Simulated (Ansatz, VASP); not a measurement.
# W: VASP beside Ansatz

Contents of INCAR:

```
SYSTEM = W
ALGO = Normal
EDIFF = 1E-6
ENCUT = 520
GGA = PS
ISIF = 2
ISMEAR = 0
LASPH = .True.
LCHARG = .True.
LELF = .True.
LREAL = .False.
LVHAR = .True.
LWAVE = .False.
NBANDS = 13
NELM = 60
PREC = Accurate
SIGMA = 0.1
```

KPOINTS

```
k-points
0
Gamma
  11 11 22
  0 0 0
```

Contents of POSCAR:

```
W
1.0
    3.2805195245      0.0000000000      0.0000000001
    0.0000000000      3.2805195245     -0.0000000001
    1.6402597622     -1.6402597622      1.5303159383
W
1
Direct
    0.0000000000      0.0000000000      0.0000000000
```

Input for Ansatz:

```yaml
crystal:
  lattice:
    - [3.2805195245, 0.0, 1.0e-10]
    - [0.0, 3.2805195245, -1.0e-10]
    - [1.6402597622, -1.6402597622, 1.5303159383]
  atoms:
    - { symbol: W, position: [0.0, 0.0, 0.0] }
basis:
  ecutwfc: 420
kpoints:
  mp_grid: { grid: [11, 11, 22] }
hamiltonian:
  xc: pbesol
scf:
  occupations: { method: gaussian, width: 0.1 }
output:
  forces: true
  stress: true
  eigenvalues: true
  write_density: true
  write_potential: true
  elf: true
  volumetric_format: npy
```

Change from the starting cell: band edges of the strained film's bulk.

Alike in both runs: task single point; functional PBEsol; k mesh 11 × 11 × 22; occupations gaussian, width 0.1 eV; no spin polarisation.

```csv
,VASP,Ansatz
version,VASP 6.6.1,Ansatz 0.2.0
potentials or method,"VASP PAW PBE potentials, release 64 (W_sv)","scalar-relativistic, plane waves, PAW"
plane-wave cutoff (eV),520,420
valence electrons in the cell,14,14
```

```csv
,VASP,Ansatz,Ansatz less VASP
gap on the k mesh at the Fermi level (eV),none,none,-
pressure (GPa),-13.1,-13.6,-0.45
largest component of the traceless stress (GPa),13.58,13.59,+0.015
```

A gap of «none» marks a metal or a gap that the smearing closes.

Caveats: the PAW data sets were made with another functional, which shifts forces and pressure a little (VASP). Spin-orbit coupling is left out, which matters for the levels of W.
